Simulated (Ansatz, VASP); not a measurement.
One calculation of Pt, two programs

```
Pt
1.0
     0.00000    1.96425    1.96425
     1.96425    0.00000    1.96425
     1.96425    1.96425    0.00000
Pt
1
Direct
  0.00000 0.00000 0.00000
```

Alike in both runs: functional PBE; dispersion D3(BJ); k mesh 18 × 18 × 18; occupations gaussian, width 0.1 eV; no spin polarisation.

Ansatz relaxed the structure, and its values are those at the end. VASP's run is a single point on that final structure, the one shown.

|  | VASP | Ansatz |
| --- | --- | --- |
| version | VASP 6.6.1 | Ansatz 0.2.0 |
| potentials or method | VASP PAW PBE potentials, release 64 (Pt) | scalar-relativistic, plane waves, PAW |
| plane-wave cutoff (eV) | 520 | 420 |
| valence electrons in the cell | 10 | 18 |

|  | VASP | Ansatz | Ansatz less VASP |
| --- | --- | --- | --- |
| gap on the k mesh at the Fermi level (eV) | none | none | - |
| pressure (GPa) | -0.6 | 0.0 | +0.55 |

A gap of «none» marks a metal or a gap that the smearing closes. The two sets of potentials don't hold the same shells in valence.

Caveats: pairwise dispersion overbinds metals, which lowers pressure and volume. The runs have no spin-orbit coupling, so splittings on Pt are missing.
